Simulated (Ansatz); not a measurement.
**Molecular dynamics of TiO$_{2}$**

input.yaml

```yaml
accuracy: low
crystal:
  lattice:
    - [4.807847, 0.0, 0.0]
    - [0.0, 5.080247, 0.0]
    - [-0.741973, 0.0, 4.906068]
  atoms:
    - { symbol: Ti, position: [0.17401468, 0.12270615, 0.29268858] }
    - { symbol: Ti, position: [0.56845199, 0.59787585, 0.32993141] }
    - { symbol: Ti, position: [0.65717126, 1.03741147, 0.92045399] }
    - { symbol: Ti, position: [0.10108735, 0.57483245, 0.7420835] }
    - { symbol: O, position: [-0.10920984, 0.45485007, 0.39320928] }
    - { symbol: O, position: [0.84951574, 0.92583434, 0.2707273] }
    - { symbol: O, position: [0.7900144, 0.7492352, 0.73891581] }
    - { symbol: O, position: [-0.11668884, 0.25520484, 0.87267868] }
    - { symbol: O, position: [0.27518371, 0.89431903, 0.69320775] }
    - { symbol: O, position: [0.43172515, 0.34752168, 0.08007426] }
    - { symbol: O, position: [0.41571584, 0.3664142, 0.55483678] }
    - { symbol: O, position: [0.29936623, 0.83146089, 1.18520183] }
basis:
  ecutwfc: 420.0
kpoints:
  mp_grid: { grid: [3, 3, 3] }
hamiltonian:
  xc: pbe
  pseudopotentials: { kind: paw, azcp: { folder: soft_1 } }
scf:
  occupations: { method: fermi_dirac, width: 0.36 }
  lower_state_search: "off"
md:
  timestep: 0.75
  n_steps: 90
  ensemble: npt_langevin
  temperature: 2940.0
  initial_velocities: maxwell_boltzmann
  seed: 724987
  friction: 0.02
  pressure: 10.0
  fix_cell: []
```

Command:

```bash
$ ansatz run input.yaml --threads 1 --pin off --max-ram 3072MiB --backend cpu --events-out ev --progress --plain --runs-dir out
```

It goes on from the last frame of an earlier run, with new velocities.

Output, in part (step lines):

```
md step     0: t =     0.00 fs  T =  2695.0 K  F+E_penalty+E_count = -14549.96080930 eV  E_kin = 4.180268 eV  conserved = -14539.51383281 eV  P_inst = 25.7486 GPa  V = 119.8310 Å³  selection 1  (10 SCF iters)
md step     1: t =     0.75 fs  T =  2629.7 K  F+E_penalty+E_count = -14550.00662199 eV  E_kin = 4.078903 eV  conserved = -14539.51400267 eV  P_inst = 25.0118 GPa  V = 119.8496 Å³  selection 1  (10 SCF iters)
md step     2: t =     1.50 fs  T =  2915.6 K  F+E_penalty+E_count = -14550.08068478 eV  E_kin = 4.522380 eV  conserved = -14539.51452510 eV  P_inst = 24.5615 GPa  V = 119.9129 Å³  selection 1  (10 SCF iters)
md step     3: t =     2.25 fs  T =  2913.7 K  F+E_penalty+E_count = -14550.16217856 eV  E_kin = 4.519488 eV  conserved = -14539.51459710 eV  P_inst = 23.6027 GPa  V = 119.9968 Å³  selection 1  (10 SCF iters)
md step     4: t =     3.00 fs  T =  3157.8 K  F+E_penalty+E_count = -14550.23029146 eV  E_kin = 4.898116 eV  conserved = -14539.51512987 eV  P_inst = 22.8714 GPa  V = 120.1079 Å³  selection 1  (10 SCF iters)
md step     5: t =     3.75 fs  T =  3010.8 K  F+E_penalty+E_count = -14550.29646660 eV  E_kin = 4.670139 eV  conserved = -14539.51518998 eV  P_inst = 21.4769 GPa  V = 120.2460 Å³  selection 1  (7 SCF iters)
md step     6: t =     4.50 fs  T =  3137.1 K  F+E_penalty+E_count = -14550.35679682 eV  E_kin = 4.866083 eV  conserved = -14539.51491004 eV  P_inst = 20.4341 GPa  V = 120.3965 Å³  selection 1  (7 SCF iters)
md step     7: t =     5.25 fs  T =  3150.2 K  F+E_penalty+E_count = -14550.40196859 eV  E_kin = 4.886313 eV  conserved = -14539.51486542 eV  P_inst = 19.2138 GPa  V = 120.5727 Å³  selection 1  (7 SCF iters)
[... lines left out ...]
md step    90: t =    67.50 fs  T =  2205.5 K  F+E_penalty+E_count = -14549.79040472 eV  E_kin = 3.420936 eV  conserved = -14539.51590314 eV  P_inst = 15.2353 GPa  V = 123.9745 Å³  selection 2  (10 SCF iters)
```

The steps, from the saved trajectory:

```csv
time (fs),T (K),potential energy less start (eV),conserved less start (meV/atom),P (GPa),volume (Å³)
0,2695,0.000,0.00,25.7,119.8
2.25,2914,-0.201,-0.06,23.6,120.0
4.5,3137,-0.396,-0.09,20.4,120.4
6.75,2930,-0.490,-0.07,16.5,121.0
9,2862,-0.441,-0.04,13.1,121.6
11.25,2783,-0.341,-0.08,10.1,122.2
13.5,2833,-0.377,-0.09,6.8,122.9
15.75,2992,-0.501,-0.10,3.8,123.6
18,2874,-0.558,-0.09,1.5,124.3
20.25,3061,-0.602,-0.11,0.1,124.9
22.5,3055,-0.521,-0.05,-0.4,125.4
24.75,3226,-0.464,-0.07,-0.1,125.8
27,3260,-0.426,-0.08,0.8,126.2
29.25,3337,-0.263,0.01,2.8,126.4
31.5,3141,-0.173,0.06,4.2,126.4
33.75,3484,-0.313,0.04,5.6,126.1
36,3772,-0.705,-0.06,5.8,125.7
38.25,3453,-1.101,-0.10,5.1,125.3
40.5,3672,-1.388,-0.14,5.6,125.1
42.75,3772,-1.567,-0.22,6.1,124.9
45,3452,-1.438,-0.21,6.8,125.0
47.25,3327,-1.090,-0.20,8.6,125.0
49.5,3304,-0.544,-0.14,11.6,124.9
51.75,2838,0.029,-0.07,14.2,124.9
54,2527,0.524,-0.05,16.7,124.9
56.25,1972,0.925,-0.01,18.6,124.8
58.5,2028,1.029,-0.13,20.0,124.4
60.75,1923,0.974,-0.07,19.9,124.2
63,1846,0.817,-0.02,18.5,124.1
65.25,2270,0.467,-0.15,17.1,124.1
67.5,2205,0.170,-0.17,15.2,124.0
```

The run went to its last step. The conserved energy stayed within 0.26 meV per atom of its start (net change -0.17 meV per atom), so the integration is sound. A run of 0.068 ps of so small a system gives no equilibrium averages. Limits of this set-up: low accuracy level. The cell's volume went from 120 to 124 Å³.

Mean squared displacements from the first frame to the last, about the centre of mass, the cell's change included: Ti 0.43 Å², O 0.52 Å².

Last frame:

```xyz
12
Lattice="5.1133 0.1977 0.1073 0.2089 4.9982 -0.0830 -0.6796 -0.1106 4.8459" Properties=species:S:1:pos:R:3
Ti 0.116 0.653 1.400
Ti 2.947 3.247 2.159
Ti 2.787 5.160 4.069
Ti 0.557 2.483 4.084
O -0.231 2.288 2.206
O 4.107 4.765 1.292
O 4.258 4.150 3.592
O -0.744 1.101 4.514
O 1.963 4.615 2.401
O 1.974 1.188 0.428
O 2.082 1.900 3.145
O 1.478 3.729 5.074
```

Run time: 26 min on 1 thread of Intel(R) Xeon(R) Processor @ 2.50GHz (Skylake/Cascade Lake) (shared host), peak memory 0.49 GiB.
